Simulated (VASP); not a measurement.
**BN (Qingsongite): cell size and functional**

How much does the relaxed cell of BN (Qingsongite) depend on the functional? The starting structure is a measured crystal structure from the Crystallography Open Database. The first relaxation on each setting starts from this cell expanded by 3 % in volume.

Calculated with VASP 6.6.1; Kohn-Sham DFT with plane waves and PAW; PBEsol, LDA, PBE, PBEsol + D3(BJ), r2SCAN, r2SCAN + rVV10, vdW-DF-cx and BLYP.

**1. Starting point**

Symmetry: F-43m, No. 216, cubic system. The conventional cell has a = 3.615 Å, b = 3.615 Å, c = 3.615 Å, α = 90.00°, β = 90.00°, γ = 90.00°. Nearest to N lie 4 B at 1.57 Å. Nearest to B lie 4 N at 1.57 Å. Farther neighbours and most contacts between anions are not listed.

Structure file:

```cif
data_structure
_symmetry_space_group_name_H-M 'F-43m'
_symmetry_Int_Tables_number 216
_cell_length_a 3.6150
_cell_length_b 3.6150
_cell_length_c 3.6150
_cell_angle_alpha 90.000
_cell_angle_beta 90.000
_cell_angle_gamma 90.000
_cell_volume 47.24
loop_
_atom_site_label
_atom_site_type_symbol
_atom_site_symmetry_multiplicity
_atom_site_Wyckoff_symbol
_atom_site_fract_x
_atom_site_fract_y
_atom_site_fract_z
_atom_site_occupancy
N1 N 4 c 0.25000 0.25000 0.25000 1
B1 B 4 a 0.00000 0.00000 0.00000 1
```

**2. Relaxation with PBEsol**

PBEsol restores the gradient expansion of exchange and is tuned for the cells of solids. This run starts from the cell of an earlier relaxation, which isn't shown; the restart sets up the plane waves anew.

Input file INCAR:

```
SYSTEM = BN
PREC = Accurate
ENCUT = 520
EDIFF = 1E-06
NELM = 100
ISMEAR = 0
SIGMA = 0.03
LREAL = .FALSE.
ALGO = Normal
GGA = PS
NBANDS = 10
LORBIT = 11
LWAVE = .FALSE.
LCHARG = .FALSE.
KPAR = 8
IBRION = 2
NSW = 50
ISIF = 3
EDIFFG = -0.006
```

Input file POSCAR:

```
BN
1.0
    0.0000000000      1.8038801229      1.8038801229
    1.8038801229      0.0000000000      1.8038801229
    1.8038801229      1.8038801229      0.0000000000
N B
1 1
Direct
    0.7500000000      0.7500000000      0.7500000000
    0.0000000000      0.0000000000      0.0000000000
```

Input file KPOINTS:

```
Automatic mesh
0
Gamma
10 10 10
0 0 0
```

Potentials, in the order of the species: N and B (PBE family, release 64).

The run is started by

```
mpirun -np 8 vasp_std
```

The log of the run:

```text
[banner, memory and clock lines left out]
running    8 mpi-ranks, on    1 nodes
 distrk:  each k-point on    1 cores,    8 groups
 distr:  one band on    1 cores,    1 groups

 POSCAR found type information on POSCAR N B
 POSCAR found :  2 types and       2 ions
|                                                                             |
|           W    W    AA    RRRRR   N    N  II  N    N   GGGG   !!!           |
|           W    W   A  A   R    R  NN   N  II  NN   N  G    G  !!!           |
|           W    W  A    A  R    R  N N  N  II  N N  N  G       !!!           |
|           W WW W  AAAAAA  RRRRR   N  N N  II  N  N N  G  GGG   !            |
|           WW  WW  A    A  R   R   N   NN  II  N   NN  G    G                |
|           W    W  A    A  R    R  N    N  II  N    N   GGGG   !!!           |
|                                                                             |
|     For optimal performance we recommend to set                             |
|       NCORE = 2 up to number-of-cores-per-socket                            |
|     NCORE specifies how many cores store one orbital (NPAR=cpu/NCORE).      |
|     This setting can greatly improve the performance of VASP for DFT.       |
|     The default, NCORE=1 might be grossly inefficient on modern             |
|     multi-core architectures or massively parallel machines. Do your        |
|     Unfortunately you need to use the default for GW and RPA                |
|     calculations (for HF NCORE is supported but not extensively tested      |
|     yet).                                                                   |
|                                                                             |

|                                                                             |
|               ----> ADVICE to this user running VASP <----                  |
|                                                                             |
|     You enforced a specific xc type in the INCAR file but a different       |
|     [... a line on the potential file left out ...]
|     I HOPE YOU KNOW WHAT YOU ARE DOING!                                     |
|                                                                             |

 LDA part: xc-table for (Slater+PW92), standard interpolation
 POSCAR, INCAR and KPOINTS ok, starting setup
 FFT: planning ... GRIDC
 FFT: planning ... GRID_SOFT
 FFT: planning ... GRID
 WAVECAR not read
 entering main loop
       N       E                     dE             d eps       ncg     rms          rms(c)
DAV:   1     0.851966068169E+01    0.85197E+01   -0.49594E+03   980   0.793E+02
DAV:   2    -0.188347583891E+02   -0.27354E+02   -0.26165E+02  1110   0.169E+02
DAV:   3    -0.193008123989E+02   -0.46605E+00   -0.46536E+00  1088   0.194E+01
DAV:   4    -0.193013714615E+02   -0.55906E-03   -0.55905E-03  1026   0.739E-01
DAV:   5    -0.193013719937E+02   -0.53221E-06   -0.53194E-06  1090   0.232E-02    0.659E+00
DAV:   6    -0.184532255374E+02    0.84815E+00   -0.27556E+00  1000   0.103E+01    0.328E+00
DAV:   7    -0.183675472050E+02    0.85678E-01   -0.10164E-01  1008   0.271E+00    0.188E+00
DAV:   8    -0.183468929120E+02    0.20654E-01   -0.35221E-02  1054   0.137E+00    0.182E-01
DAV:   9    -0.183468958997E+02   -0.29876E-05   -0.79061E-04  1014   0.256E-01    0.771E-02
DAV:  10    -0.183469132221E+02   -0.17322E-04   -0.61573E-05  1034   0.732E-02    0.129E-02
DAV:  11    -0.183469150085E+02   -0.17864E-05   -0.49550E-06  1072   0.173E-02    0.820E-03
DAV:  12    -0.183469149877E+02    0.20846E-07   -0.12257E-06   536   0.789E-03
   1 F= -.18346915E+02 E0= -.18346915E+02  d E =-.183469E+02
 curvature:   0.00 expect dE= 0.000E+00 dE for cont linesearch  0.000E+00
 trial: gam= 0.00000 g(F)=  0.631E-48 g(S)=  0.856E-06 ort = 0.000E+00 (trialstep = 0.100E+01)
 search vector abs. value=  0.856E-06
 reached required accuracy - stopping structural energy minimisation
```

Run time: 1.6 s. Hardware: 8 MPI ranks of Intel Xeon 6975P-C (Granite Rapids), shared host; peak memory 0.88 GiB.

The logs omit lines about the potential files and the build; timing stands in the text.

From OUTCAR (step 2):

```text
ion  position               nearest neighbor table
   1  0.750  0.750  0.750-   2 1.56   2 1.56   2 1.56   2 1.56
   2  0.000  0.000  0.000-   1 1.56   1 1.56   1 1.56   1 1.56

  LATTYP: Found a face centered cubic cell.
 ALAT       =     3.6077602458

 Subroutine GETGRP returns: Found 24 space group operations
 (whereof 24 operations were pure point group operations)

The static configuration has the point symmetry T_d .

 Found     47 irreducible k-points:

   k-points           NKPTS =     47   k-points in BZ     NKDIM =     47   number of bands    NBANDS=     10

   dimension x,y,z NGX =    20 NGY =   20 NGZ =   20
   dimension x,y,z NGXF=    40 NGYF=   40 NGZF=   40

   ENCUT  =  520.0 eV  38.22 Ry    6.18 a.u.   4.74  4.74  4.74*2*pi/ulx,y,z

   NELECT =       8.0000    total number of electrons

 k-points in reciprocal lattice and weights: Automatic mesh
   0.00000000  0.00000000  0.00000000       0.001
   0.10000000  0.00000000  0.00000000       0.008
   0.20000000  0.00000000  0.00000000       0.008
   0.30000000  0.00000000  0.00000000       0.008
   0.40000000  0.00000000  0.00000000       0.008
   0.50000000  0.00000000  0.00000000       0.004
   0.10000000  0.10000000  0.00000000       0.006
   0.20000000  0.10000000  0.00000000       0.024
   0.30000000  0.10000000  0.00000000       0.024
[...]
-0.30000000  0.40000000  0.20000000       0.024
  -0.30000000  0.50000000  0.20000000       0.012

 average (electrostatic) potential at core
       1 -60.3281       2 -24.4096

 E-fermi :   7.6427

 k-point     1 :       0.0000    0.0000    0.0000
  band No.  band energies     occupation
      1     -12.8846      2.00000
      2       7.4371      2.00000
      3       7.4371      2.00000
      4       7.4371      2.00000
      5      16.2270      0.00000
      6      16.2270      0.00000
      7      16.2270      0.00000
      8      17.8018      0.00000
      9      32.0598      0.00000
    ...

 k-point     2 :       0.1000    0.0000    0.0000
  band No.  band energies     occupation
      1     -12.6389      2.00000
      2       6.1525      2.00000
      3       7.1793      2.00000
      4       7.1793      2.00000
      5      16.5017      0.00000
      6      16.6157      0.00000
      7      16.6157      0.00000
      8      18.6020      0.00000
      9      31.7107      0.00000
    ...

 k-point     3 :       0.2000    0.0000    0.0000
  band No.  band energies     occupation
      1     -11.9153      2.00000
      2       3.4089      2.00000
      3       6.6014      2.00000
      4       6.6014      2.00000
      5      16.8895      0.00000
      6      17.4151      0.00000
      7      17.4151      0.00000
      8      20.2490      0.00000
      9      31.0050      0.00000
    ...

  Total       -0.0034387     -0.0034387     -0.0034387     -0.0000000     -0.0000000      0.0000000
  in kB       -0.4692995     -0.4692995     -0.4692995     -0.0000000     -0.0000000      0.0000000
  external PRESSURE =      -0.4692995 kB  Pullay stress =       0.0000000 kB

  energy-cutoff  :      520.00
  volume of cell :       11.74
      direct lattice vectors                 reciprocal lattice vectors
     0.000000000  1.803880123  1.803880123    -0.277180281  0.277180281  0.277180281
     1.803880123  0.000000000  1.803880123     0.277180281 -0.277180281  0.277180281
     1.803880123  1.803880123  0.000000000     0.277180281  0.277180281 -0.277180281

 POSITION                                       TOTAL-FORCE (eV/Angst)
 -----------------------------------------------------------------------------------
      2.70582      2.70582      2.70582         0.000000      0.000000      0.000000
      0.00000      0.00000      0.00000        -0.000000     -0.000000     -0.000000
 -----------------------------------------------------------------------------------
    total drift:                               -0.000000     -0.000000     -0.000000

  FREE ENERGIE OF THE ION-ELECTRON SYSTEM (eV)
  ---------------------------------------------------
  free  energy   TOTEN  =       -18.3469149877 eV

  energy  without entropy=      -18.3469149877  energy(sigma->0) =      -18.34691499

 reached required accuracy - stopping structural energy minimisation

 total charge
# of ion       s       p       d       tot
------------------------------------------
    1        1.208   2.759   0.000   3.967
    2        0.677   1.368   0.000   2.045
--------------------------------------------------
tot          1.885   4.128   0.000   6.012

[... 3 further parts left out ...]
```

CONTCAR:

```
BN
   1.00000000000000
     0.0000000000000000    1.8038801229000001    1.8038801229000001
     1.8038801229000001    0.0000000000000000    1.8038801229000001
     1.8038801229000001    1.8038801229000001    0.0000000000000000
  N               B
     1     1
Direct
     0.7500000000000000    0.7500000000000000    0.7500000000000000
     0.0000000000000000    0.0000000000000000    0.0000000000000000
```

The PAW data sets were made with PBE, which is usual practice but a small mismatch for other functionals. The run keeps the 24 symmetry operations of its start, so it cannot find a distortion of lower symmetry.

With PBEsol the relaxed cell holds 5.870 Å³ an atom, -0.60 % against the measured cell, with a = 3.608 Å. Pressures at 0.985 and 1.015 times this volume, from two more relaxations that aren't shown, give a bulk modulus of 387.3 GPa.

**3. Relaxation with LDA**

LDA, the lowest rung, knows the local density alone. This run starts from the cell of an earlier relaxation, which isn't shown; the restart sets up the plane waves anew.

Edit INCAR of step 2 so:

```diff
@@ -9,3 +9,3 @@
 ALGO = Normal
-GGA = PS
+GGA = CA
 NBANDS = 10
```

Input file POSCAR:

```
BN
1.0
    0.0000000000      1.7919852099      1.7919852099
    1.7919852099      0.0000000000      1.7919852099
    1.7919852099      1.7919852099      0.0000000000
N B
1 1
Direct
    0.7500000000      0.7500000000      0.7500000000
    0.0000000000      0.0000000000      0.0000000000
```

KPOINTS is that of step 2.

The projector-augmented-wave data sets are N and B (LDA family, release 64).

The run is started by

```
mpirun -np 8 vasp_std
```

The log of the run:

```text
[banner, memory and clock lines left out]
running    8 mpi-ranks, on    1 nodes
[...]
[... a notice as in an earlier step ...]

 LDA part: xc-table for (Slater(with rela. corr.)+CA(PZ))
 , standard interpolation
 POSCAR, INCAR and KPOINTS ok, starting setup
[...]
entering main loop
       N       E                     dE             d eps       ncg     rms          rms(c)
DAV:   1     0.641094015676E+01    0.64109E+01   -0.50430E+03   980   0.786E+02
DAV:   2    -0.202126088207E+02   -0.26624E+02   -0.26024E+02  1162   0.157E+02
DAV:   3    -0.205923180023E+02   -0.37971E+00   -0.37918E+00  1078   0.160E+01
DAV:   4    -0.205927875421E+02   -0.46954E-03   -0.46953E-03  1028   0.655E-01
[...]
DAV:   9    -0.194139394231E+02    0.15179E-03   -0.89173E-04  1022   0.277E-01    0.826E-02
DAV:  10    -0.194139238054E+02    0.15618E-04   -0.43256E-05  1062   0.668E-02    0.138E-02
DAV:  11    -0.194139242702E+02   -0.46485E-06   -0.18503E-06   720   0.971E-03
   1 F= -.19413924E+02 E0= -.19413924E+02  d E =-.194139E+02
[...]
reached required accuracy - stopping structural energy minimisation
```

It took 1.4 s on 8 MPI ranks; peak memory 0.84 GiB; 5.5 s of CPU time.

From OUTCAR (step 3):

```text
  Total       -0.0096907     -0.0096907     -0.0096907      0.0000000      0.0000000     -0.0000000
  in kB       -1.3490659     -1.3490659     -1.3490659      0.0000000      0.0000000     -0.0000000
  external PRESSURE =      -1.3490659 kB  Pullay stress =       0.0000000 kB

 POSITION                                       TOTAL-FORCE (eV/Angst)
 -----------------------------------------------------------------------------------
      2.68798      2.68798      2.68798        -0.000000     -0.000000     -0.000000
      0.00000      0.00000      0.00000         0.000000      0.000000      0.000000
 -----------------------------------------------------------------------------------
    total drift:                                0.000000      0.000000      0.000000

  FREE ENERGIE OF THE ION-ELECTRON SYSTEM (eV)
  ---------------------------------------------------
  free  energy   TOTEN  =       -19.4139242702 eV

  energy  without entropy=      -19.4139242702  energy(sigma->0) =      -19.41392427

[... 2 parts as in an earlier step ...]

[... 2 further parts left out ...]
[key lines of the parts left out:]
E-fermi :   7.8657
```

With LDA the relaxed cell holds 5.754 Å³ an atom, -2.55 % against the measured cell, with a = 3.584 Å. That is -1.97 % from PBEsol. Pressures at 0.985 and 1.015 times this volume, from two more relaxations that aren't shown, give a bulk modulus of 402.4 GPa.

**4. Relaxation with PBE**

PBE, the usual starting point, adds the gradient of the density. This run starts from the cell of an earlier relaxation, which isn't shown; the restart sets up the plane waves anew.

Edit INCAR of step 3 so:

```diff
@@ -9,3 +9,3 @@
 ALGO = Normal
-GGA = CA
+GGA = PE
 NBANDS = 10
```

Input file POSCAR:

```
BN
1.0
    0.0000000000      1.8127286045      1.8127286045
    1.8127286045      0.0000000000      1.8127286045
    1.8127286045      1.8127286045      0.0000000000
N B
1 1
Direct
    0.7500000000      0.7500000000      0.7500000000
    0.0000000000      0.0000000000      0.0000000000
```

KPOINTS is that of step 3.

PAW data sets: N and B (PBE family, release 64).

The run is started by

```
mpirun -np 8 vasp_std
```

The log of the run:

```text
[banner, memory and clock lines left out]
running    8 mpi-ranks, on    1 nodes
[...]
[... a notice as in an earlier step ...]

 LDA part: xc-table for (Slater+PW92), standard interpolation
 POSCAR, INCAR and KPOINTS ok, starting setup
[...]
entering main loop
       N       E                     dE             d eps       ncg     rms          rms(c)
DAV:   1     0.101631175391E+02    0.10163E+02   -0.51211E+03   964   0.803E+02
DAV:   2    -0.179297781526E+02   -0.28093E+02   -0.27283E+02  1184   0.170E+02
DAV:   3    -0.184021739884E+02   -0.47240E+00   -0.47159E+00  1120   0.196E+01
DAV:   4    -0.184027795001E+02   -0.60551E-03   -0.60549E-03  1020   0.718E-01
[...]
DAV:  10    -0.174509921111E+02   -0.82719E-04   -0.12065E-04  1016   0.100E-01    0.147E-02
DAV:  11    -0.174509973920E+02   -0.52809E-05   -0.10670E-05  1086   0.276E-02    0.105E-02
DAV:  12    -0.174509973461E+02    0.45918E-07   -0.19481E-06   584   0.102E-02
   1 F= -.17450997E+02 E0= -.17450997E+02  d E =-.174510E+02
[...]
reached required accuracy - stopping structural energy minimisation
```

Run time: 1.8 s. Hardware: 8 MPI ranks; peak memory 0.88 GiB.

OUTCAR, selected parts (step 4):

```text
  Total        0.0005933      0.0005933      0.0005933      0.0000000      0.0000000      0.0000000
  in kB        0.0797922      0.0797922      0.0797922      0.0000000      0.0000000      0.0000000
  external PRESSURE =       0.0797922 kB  Pullay stress =       0.0000000 kB

 POSITION                                       TOTAL-FORCE (eV/Angst)
 -----------------------------------------------------------------------------------
      2.71909      2.71909      2.71909        -0.000000     -0.000000     -0.000000
      0.00000      0.00000      0.00000         0.000000      0.000000      0.000000
 -----------------------------------------------------------------------------------
    total drift:                               -0.000000     -0.000000     -0.000000

  FREE ENERGIE OF THE ION-ELECTRON SYSTEM (eV)
  ---------------------------------------------------
  free  energy   TOTEN  =       -17.4509973461 eV

  energy  without entropy=      -17.4509973461  energy(sigma->0) =      -17.45099735

[... 2 parts as in an earlier step ...]

[... 2 further parts left out ...]
[key lines of the parts left out:]
E-fermi :   7.5678
```

With PBE the relaxed cell holds 5.957 Å³ an atom, +0.87 % against the measured cell, with a = 3.625 Å. That is +1.48 % from PBEsol. Pressures at 0.985 and 1.015 times this volume, from two more relaxations that aren't shown, give a bulk modulus of 374.0 GPa.

**5. Relaxation with PBEsol + D3(BJ)**

D3 with Becke-Johnson damping keeps a finite attraction at short range. This run starts from the cell of an earlier relaxation, which isn't shown; the restart sets up the plane waves anew.

Edit INCAR of step 4 so:

```diff
@@ -9,3 +9,4 @@
 ALGO = Normal
-GGA = PE
+GGA = PS
+IVDW = 12
 NBANDS = 10
```

Input file POSCAR:

```
BN
1.0
    0.0000000000      1.7977077593      1.7977077593
    1.7977077593      0.0000000000      1.7977077593
    1.7977077593      1.7977077593      0.0000000000
N B
1 1
Direct
    0.7500000000      0.7500000000      0.7500000000
    0.0000000000      0.0000000000      0.0000000000
```

KPOINTS is that of step 4.

The run is started by

```
mpirun -np 8 vasp_std
```

The log of the run:

```text
[banner, memory and clock lines left out]
running    8 mpi-ranks, on    1 nodes
[...]
[... a notice as in an earlier step ...]

 [... a notice as in an earlier step ...]

 LDA part: xc-table for (Slater+PW92), standard interpolation
 POSCAR, INCAR and KPOINTS ok, starting setup
[...]
entering main loop
       N       E                     dE             d eps       ncg     rms          rms(c)
DAV:   1     0.814613281707E+01    0.81461E+01   -0.49909E+03   964   0.796E+02
DAV:   2    -0.188285190197E+02   -0.26975E+02   -0.25963E+02  1180   0.168E+02
DAV:   3    -0.193156712534E+02   -0.48715E+00   -0.48654E+00  1106   0.193E+01
DAV:   4    -0.193162588303E+02   -0.58758E-03   -0.58757E-03  1016   0.757E-01
[...]
DAV:  10    -0.183452047906E+02   -0.16731E-04   -0.60972E-05  1032   0.728E-02    0.130E-02
DAV:  11    -0.183452065371E+02   -0.17465E-05   -0.48420E-06  1082   0.172E-02    0.823E-03
DAV:  12    -0.183452065159E+02    0.21171E-07   -0.11998E-06   518   0.784E-03
   1 F= -.18637867E+02 E0= -.18637867E+02  d E =-.186379E+02
[...]
reached required accuracy - stopping structural energy minimisation
```

The job ended after 1.8 s (8 MPI ranks; peak memory 0.96 GiB; 7 s of CPU time).

Parts of OUTCAR (step 5):

```text
 Edisp (eV)   -0.29266

  Total      -0.00666    -0.00666    -0.00666     0.00000    -0.00000    -0.00000
  in kB      -0.91886    -0.91886    -0.91886     0.00000    -0.00000    -0.00000
  external pressure =       -0.92 kB  Pullay stress =        0.00 kB

 POSITION                                       TOTAL-FORCE (eV/Angst)
 -----------------------------------------------------------------------------------
      2.69656      2.69656      2.69656         0.000000     -0.000000      0.000000
      0.00000      0.00000      0.00000        -0.000000      0.000000     -0.000000
 -----------------------------------------------------------------------------------
    total drift:                               -0.000000     -0.000000     -0.000000

  FREE ENERGIE OF THE ION-ELECTRON SYSTEM (eV)
  ---------------------------------------------------
  free  energy   TOTEN  =       -18.6378674827 eV

  energy  without entropy=      -18.6378674827  energy(sigma->0) =      -18.63786748

[... 2 parts as in an earlier step ...]

[... 2 further parts left out ...]
[key lines of the parts left out:]
E-fermi :   7.7568
```

With PBEsol + D3(BJ) the relaxed cell holds 5.810 Å³ an atom, -1.62 % against the measured cell, with a = 3.595 Å. That is -1.02 % from PBEsol. Pressures at 0.985 and 1.015 times this volume, from two more relaxations that aren't shown, give a bulk modulus of 393.9 GPa.

[end of part 1 of 2]

[Lines on the potential files, build, host, timing and source positions are cut from VASP's logs without a mark.]

[Logs are printed without paths, hosts, clocks, repeated set-up lines and the standing remarks that a program may print on its own settings, such as how far it seeks lower states.]

[Hosts, paths, dates, database ids (printed as entryN), source tags and the programs' standing remarks are cut or masked in the printed files.]
